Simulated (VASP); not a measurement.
# Ta (Im-3m) in VASP: further runs

One crystal, Ta, is run at these levels: PBE; tasks: relaxation of cell and atoms.

Everything below comes from runs of VASP 6.6.1. Logs are shortened: lines on timing, memory, paths and dates and some standing lists are left out, and cuts for length are marked.

## (1) Starting point

The structure is cubic, space group Im-3m (No. 229). Conventional cell: a = 3.303 Å, b = 3.303 Å, c = 3.303 Å, α = 90.00°, β = 90.00°, γ = 90.00°. Around Ta (site symmetry m-3m) lie 8 Ta at 2.86 Å.

## (2) Relaxation of cell and atoms, PBE, non-collinear spin, zero start, spin-orbit coupling

The input, INCAR:

```
SYSTEM = Ta
PREC = Accurate ; ENCUT = 520
EDIFF = 1E-7 ; ISMEAR = 0
SIGMA = 0.1 ; LREAL = .False.
LASPH = .True. ; NELM = 80
ALGO = Normal ; ISIF = 3
LWAVE = .False. ; LCHARG = .False.
LNONCOLLINEAR = .True. ; MAGMOM = 0 0 0
LORBIT = 11 ; LSORBIT = .True.
GGA_COMPAT = .False. ; LMAXMIX = 4
GGA = PE ; IBRION = 2
NSW = 80 ; EDIFFG = -0.002
KPAR = 4
```

The input, KPOINTS:

```
Automatic mesh
0
Gamma
  18 18 18
  0 0 0
```

The input, POSCAR:

```
Ta
1.0
   -1.6512800000      1.6512800000      1.6512800000
    1.6512800000     -1.6512800000      1.6512800000
    1.6512800000      1.6512800000     -1.6512800000
Ta
1
Direct
    0.0000000000      0.0000000000      0.0000000000
```

Potentials or basis: VASP PAW PBE potentials, release 64 (Ta_pv).

Command:

```bash
cat potpaw_PBE.64/Ta_pv/POTCAR > POTCAR
mpirun -np 4 vasp_ncl > vasp.out
```

OUTCAR:

```text
SYSTEM = Ta
   PREC = Accurate
   ENCUT = 520
   EDIFF = 1E-7
   ISMEAR = 0
   LREAL = .False.
   LASPH = .True.
   NELM = 80
   ISIF = 3
   LNONCOLLINEAR = .True.
   LORBIT = 11
   LSORBIT = .True.
   GGA = PE
   IBRION = 2
   NSW = 80
   EDIFFG = -0.002

 ion  position               nearest neighbor table
   1  0.000  0.000  0.000-

  LATTYP: Found a body centered cubic cell.
 ALAT       =     3.3025600000

  Lattice vectors:

 A1 = (  -1.6512800000,   1.6512800000,   1.6512800000)
 A2 = (   1.6512800000,  -1.6512800000,   1.6512800000)
 A3 = (   1.6512800000,   1.6512800000,  -1.6512800000)

Analysis of symmetry for initial positions (statically):
=====================================================================
 Subroutine PRICEL returns:
 Original cell was already a primitive cell.

 Routine SETGRP: Setting up the symmetry group for a
 body centered cubic supercell.

 Subroutine GETGRP returns: Found 48 space group operations
 (whereof 48 operations were pure point group operations)
 out of a pool of 48 trial point group operations.

The static configuration has the point symmetry O_h .

Analysis of symmetry for dynamics (positions and initial velocities):
=====================================================================
 Subroutine PRICEL returns:
 Original cell was already a primitive cell.

 Routine SETGRP: Setting up the symmetry group for a
 body centered cubic supercell.

 Subroutine GETGRP returns: Found 48 space group operations
 (whereof 48 operations were pure point group operations)
 out of a pool of 48 trial point group operations.

The dynamic configuration has the point symmetry O_h .

Analysis of structural, dynamic, and magnetic symmetry:
=====================================================================
 Subroutine PRICEL returns:
 Original cell was already a primitive cell.

 Routine SETGRP: Setting up the symmetry group for a
 body centered cubic supercell.

 Subroutine GETGRP returns: Found 48 space group operations
 (whereof 48 operations were pure point group operations)
 out of a pool of 48 trial point group operations.

The overall configuration has the point symmetry O_h .

 Subroutine INISYM returns: Found 48 space group operations
 (whereof 48 operations are pure point group operations),
 and found     1 'primitive' translations

----------------------------------------------------------------------------------------

                                     Primitive cell

  volume of cell :      18.0104

  direct lattice vectors                    reciprocal lattice vectors
    -1.651280000  1.651280000  1.651280000     0.000000000  0.302795407  0.302795407
     1.651280000 -1.651280000  1.651280000     0.302795407  0.000000000  0.302795407
     1.651280000  1.651280000 -1.651280000     0.302795407  0.302795407  0.000000000

  length of vectors
     2.860100858  2.860100858  2.860100858     0.428217371  0.428217371  0.428217371

  position of ions in fractional coordinates (direct lattice)
     0.000000000  0.000000000  0.000000000

  ion indices of the primitive-cell ions
   primitive index   ion index
                 1           1

----------------------------------------------------------------------------------------

 KPOINTS: Automatic mesh

Automatic generation of k-mesh.
 Grid dimensions read from file:
 generate k-points for:   18   18   18

 Generating k-lattice:

  Cartesian coordinates                     Fractional coordinates (reciprocal lattice)
     0.000000000  0.016821967  0.016821967     0.055555556  0.000000000  0.000000000
     0.016821967  0.000000000  0.016821967     0.000000000  0.055555556  0.000000000
     0.016821967  0.016821967  0.000000000     0.000000000  0.000000000  0.055555556

  Length of vectors
     0.023789854  0.023789854  0.023789854

  Shift w.r.t. Gamma in fractional coordinates (k-lattice)
     0.000000000  0.000000000  0.000000000

 Subroutine IBZKPT returns following result:
 ===========================================

 Found    195 irreducible k-points:

 Following reciprocal coordinates:
            Coordinates               Weight
  0.000000  0.000000  0.000000      1.000000
  0.055556  0.000000  0.000000     12.000000
  0.111111  0.000000  0.000000     12.000000
  0.166667  0.000000  0.000000     12.000000
  0.222222  0.000000  0.000000     12.000000
  0.277778  0.000000  0.000000     12.000000
[... 16 lines left out ...]
  0.333333  0.111111  0.000000     48.000000
  0.388889  0.111111  0.000000     48.000000
 [... further k-points ...]
   k-points           NKPTS =    195   k-points in BZ     NKDIM =    195   number of bands    NBANDS=     18
   number of dos      NEDOS =    301   number of ions     NIONS =      1
   total plane-waves  NPLWV =  13824
   dimension x,y,z NGX =    24 NGY =   24 NGZ =   24
   dimension x,y,z NGXF=    48 NGYF=   48 NGZF=   48
   ions per type =               1
   NGX,Y,Z   is equivalent  to a cutoff of  13.95, 13.95, 13.95 a.u.
   NGXF,Y,Z  is equivalent  to a cutoff of  27.90, 27.90, 27.90 a.u.
 SYSTEM =  Ta
   PREC   = accura    normal or accurate (medium, high low for compatibility)
   ISTART =      0    job   : 0-new  1-cont  2-samecut
   ICHARG =      2    charge: 1-file 2-atom 10-const
   ISPIN  =      1    spin polarized calculation?
   LNONCOLLINEAR =      T non collinear calculations
   LSORBIT =      T    spin-orbit coupling
   LASPH  =      T    aspherical Exc in radial PAW
   ENCUT  =  520.0 eV  38.22 Ry    6.18 a.u.   5.32  5.32  5.32*2*pi/ulx,y,z
   NELM   =     80;   NELMIN=  2; NELMDL= -5     # of ELM steps
   EDIFF  = 0.1E-06   stopping-criterion for ELM
   LREAL  =      F    real-space projection
   EDIFFG = -.2E-02   stopping-criterion for IOM
   NSW    =     80    number of steps for IOM
   IBRION =      2    ionic relax: 0-MD 1-quasi-New 2-CG
   NFREE  =      1    steps in history (QN), initial steepest desc. (CG)
   ISIF   =      3    stress and relaxation
   ISYM   =      2    0-nonsym 1-usesym 2-fastsym
   POTIM  = 0.5000    time-step for ionic-motion
   TEBEG  =    0.0;   TEEND  =   0.0 temperature during run
   PSTRESS=    0.0 pullay stress
   NELECT =      11.0000    total number of electrons
   NUPDOWN=      -1.0000    fix difference up-down
   EMIN   =  10.00;   EMAX   =-10.00  energy-range for DOS
   EFERMI =   0.00;   METHOD = LEGACY
   ISMEAR =     0;   SIGMA  =   0.10  broadening in eV -4-tet -1-fermi 0-gaus
   EFERMI_NEDOS =   21; number of points for ismear=-14 and -15
   IALGO  =     38    algorithm
   IMIX   =      4    mixing-type and parameters
     AMIX     =   0.40;   BMIX     =  1.00
     AMIX_MAG =   1.60;   BMIX_MAG =  1.00
  volume/ion in A,a.u.               =      18.01       121.54
  Fermi-wavevector in a.u.,A,eV,Ry     =   1.388988  2.624806 26.249534  1.929286
  Thomas-Fermi vector in A             =   2.513061
   LORBIT       =     11    0 simple, 1 ext, 2 COOP (PROOUT), +10 PAW based schemes
   GGA     = PE    functional components
   LHFCALC =     F    Hartree Fock is set to
   AEXX    =    0.0000 exact exchange contribution
   IVDW    =     0    specifies the selected vdW correction
   LEPSILON=     F    determine dielectric tensor
   LRPA    =     F    only Hartree local field effects (RPA)
 conjugate gradient relaxation of ions
 Gauss-broadening in eV      SIGMA  =   0.10
  energy-cutoff  :      520.00
  volume of cell :       18.01
 maximum number of plane-waves:       996
 NGX is ok and might be reduce to    24
   NGX = 11   NGY = 11   NGZ = 11

--------------------------------------- Ionic step        1  -------------------------------------------

 number of electron      11.0000000 magnetization       0.0000000      0.0000000      0.0000000

 number of electron      11.0000002 magnetization      -0.0000000     -0.0000000     -0.0000000

 number of electron      11.0000002 magnetization       0.0000000     -0.0000000     -0.0000000

 number of electron      11.0000002 magnetization      -0.0000000      0.0000000      0.0000000

 Free energy of the ion-electron system (eV)
  ---------------------------------------------------
  ext. energy  EPLUGINS =         0.00000000
  ---------------------------------------------------
  free energy    TOTEN  =       -12.52734046 eV

  energy without entropy =      -12.52110504  energy(sigma->0) =      -12.52422275

------------------------ aborting loop because EDIFF is reached ----------------------------------------

  FORCE on cell =-STRESS in cart. coord.  units (eV):
  Direction    XX          YY          ZZ          XY          YZ          ZX
  --------------------------------------------------------------------------------------
  -------------------------------------------------------------------------------------
  Total        0.3107257      0.3107257      0.3107257     -0.0000000     -0.0000000      0.0000000
  in kB       27.6417587     27.6417587     27.6417587     -0.0000000     -0.0000000      0.0000000
  external PRESSURE =      27.6417587 kB  Pullay stress =       0.0000000 kB
[... 61 lines left out ...]
 number of electron      11.0000001 magnetization       0.0000000      0.0000000      0.0000000

 number of electron      11.0000001 magnetization       0.0000000     -0.0000000      0.0000000

 number of electron      11.0000001 magnetization      -0.0000000      0.0000000     -0.0000000

 Free energy of the ion-electron system (eV)
  ---------------------------------------------------
  ext. energy  EPLUGINS =         0.00000000
  ---------------------------------------------------
  free energy    TOTEN  =       -12.52947291 eV

  energy without entropy =      -12.52310161  energy(sigma->0) =      -12.52628726

 E-fermi :   5.3697     XC(G=0): -12.5462

 val. band max:        5.3616715116   @ k =   0.3333   0.0000   0.0000
 cond. band min:       5.3764892525   @ k =   0.1111   0.0556   0.0556
 fundamental gap:      0.0148177409
 Fermi energy:         5.3697345835

 k-point     1 :       0.0000    0.0000    0.0000
  band No.  band energies     occupation
      1     -33.2275      1.00000
      2     -33.2275      1.00000
      3     -25.1796      1.00000
      4     -25.1796      1.00000
      5     -25.1796      1.00000
      6     -25.1796      1.00000
[... 10 lines left out ...]
     17       9.3560      0.00000
     18       9.3560      0.00000
[... 466 lines left out ...]
      2     -33.5548      1.00000
      3     -26.1590      1.00000
      4     -26.1590      1.00000
      5     -25.4364      1.00000
      6     -25.4364      1.00000
[... 10 lines left out ...]
     17      13.1463      0.00000
     18      13.1463      0.00000

 [... further k-points ...]

------------------------ aborting loop because EDIFF is reached ----------------------------------------

  FORCE on cell =-STRESS in cart. coord.  units (eV):
  Direction    XX          YY          ZZ          XY          YZ          ZX
  --------------------------------------------------------------------------------------
  -------------------------------------------------------------------------------------
  Total       -0.0016534     -0.0016534     -0.0016534      0.0000000     -0.0000000      0.0000000
  in kB       -0.1450353     -0.1450353     -0.1450353      0.0000000     -0.0000000      0.0000000
  external PRESSURE =      -0.1450353 kB  Pullay stress =       0.0000000 kB
[... 16 lines left out ...]
  FREE ENERGIE OF THE ION-ELECTRON SYSTEM (eV)
  ---------------------------------------------------
  free  energy   TOTEN  =       -12.5294729104 eV

  energy  without entropy=      -12.5231016145  energy(sigma->0) =      -12.52628726

 reached required accuracy - stopping structural energy minimisation

 Spin-Orbit-Coupling matrix elements

 Ion:    1  E_soc:     -1.4127930
 l=   1
     0.0000000    -0.2141289    -0.2141289
    -0.2141289     0.0000000    -0.2141289
    -0.2141289    -0.2141289     0.0000000
 l=   2
     0.0000000    -0.0053846     0.0000000    -0.0053846    -0.0159520
    -0.0053846     0.0000000    -0.0119640    -0.0053846    -0.0039880
     0.0000000    -0.0119640     0.0000000    -0.0119640     0.0000000
    -0.0053846    -0.0053846    -0.0119640     0.0000000    -0.0039880
    -0.0159520    -0.0039880     0.0000000    -0.0039880     0.0000000
 l=   3
     0.0000000     0.0000000     0.0000000     0.0000000     0.0000000     0.0000000     0.0000000
     0.0000000     0.0000000     0.0000000     0.0000000     0.0000000     0.0000000     0.0000000
     0.0000000     0.0000000     0.0000000     0.0000000     0.0000000     0.0000000     0.0000000
     0.0000000     0.0000000     0.0000000     0.0000000     0.0000000     0.0000000     0.0000000
     0.0000000     0.0000000     0.0000000     0.0000000     0.0000000     0.0000000     0.0000000
     0.0000000     0.0000000     0.0000000     0.0000000     0.0000000     0.0000000     0.0000000
     0.0000000     0.0000000     0.0000000     0.0000000     0.0000000     0.0000000     0.0000000

 total charge

# of ion       s       p       d       tot
------------------------------------------
    1        0.367   6.163   2.389   8.920

 magnetization (x)

# of ion       s       p       d       tot
------------------------------------------
    1        0.000   0.000   0.000   0.000

 magnetization (y)

# of ion       s       p       d       tot
------------------------------------------
    1       -0.000   0.000   0.000  -0.000

 magnetization (z)

# of ion       s       p       d       tot
------------------------------------------
    1       -0.000  -0.000   0.000  -0.000
```

Run time: 38 s. Hardware: 4 MPI ranks of Intel Xeon Platinum 8559C (Emerald Rapids), shared host; peak memory 0.27 GiB.

What came out:

| Quantity | Value |
| --- | --- |
| Free energy | -12.5295 eV |
| Relaxed volume | 18.26 Å³/atom |
| Relaxed cell | a = 2.873 Å, b = 2.873 Å, c = 2.873 Å, α = 109.47°, β = 109.47°, γ = 109.47° |
| Space group after relaxing (to 0.05 Å) | Im-3m (No. 229) |
| Energy gained by relaxing | 2.1 meV/atom |
| Ionic steps | 3 |
| Pressure after relaxing | 0.0 GPa |
| Net moment | 0.00 μB per cell |
| Valence electrons inside the program's atomic spheres | Ta 8.92 |

The path:
```tsv
step	energy change (eV)	largest force (eV/Å)	pressure (GPa)	volume (Å³)
1	0.0000	0.0000	2.76	18.01
2	0.0081	0.0000	-5.59	18.83
3	-0.0021	0.0000	-0.01	18.26
```

Final structure:
```cif
data_structure
_symmetry_space_group_name_H-M 'P 1'
_symmetry_Int_Tables_number 1
_cell_length_a 2.8735
_cell_length_b 2.8735
_cell_length_c 2.8735
_cell_angle_alpha 109.471
_cell_angle_beta 109.471
_cell_angle_gamma 109.471
_cell_volume 18.26
loop_
_atom_site_label
_atom_site_type_symbol
_atom_site_fract_x
_atom_site_fract_y
_atom_site_fract_z
_atom_site_occupancy
Ta1 Ta 0.00000 0.00000 0.00000 1
```

Moments on the atoms (μB; x, y, z):
```
Ta  0.00 0.00 0.00
```

## (3) Relaxation of cell and atoms, PBE, non-collinear spin, zero start, spin-orbit coupling

This run uses another cell than the first one, of 18.26 Å³/atom, 1.014 times its volume.

INCAR is that of step 2.

KPOINTS is that of step 2.

The input, POSCAR:

```
Ta                                      
1.0
   -1.6590135150      1.6590135150      1.6590135150
    1.6590135150     -1.6590135150      1.6590135150
    1.6590135150      1.6590135150     -1.6590135150
  Ta            
     1
Direct
     0.0000000000000000    0.0000000000000000    0.0000000000000000
```

Potentials or basis: VASP PAW PBE potentials, release 64 (Ta_pv).

Command:

```bash
cat potpaw_PBE.64/Ta_pv/POTCAR > POTCAR
mpirun -np 4 vasp_ncl > vasp.out
```

Wall time 18 s (4 MPI ranks of Intel Xeon Platinum 8559C (Emerald Rapids), shared host); peak memory 0.26 GiB.

The run converged. Its results:

| Quantity | Value |
| --- | --- |
| Free energy | -12.5296 eV |
| Pressure after relaxing | 0.0 GPa |
| Net moment | 0.00 μB per cell |
| Valence electrons inside the program's atomic spheres | Ta 8.92 |

Final structure:
```xyz
1
Lattice="-1.6590 1.6590 1.6590 1.6590 -1.6590 1.6590 1.6590 1.6590 -1.6590" Properties=species:S:1:pos:R:3 pbc="T T T"
Ta    0.0000    0.0000    0.0000
```

Moments on the atoms (μB; x, y, z):
```
Ta  0.00 0.00 0.00
```

Caveat: the relaxation stopped at its first step, so nothing moved.
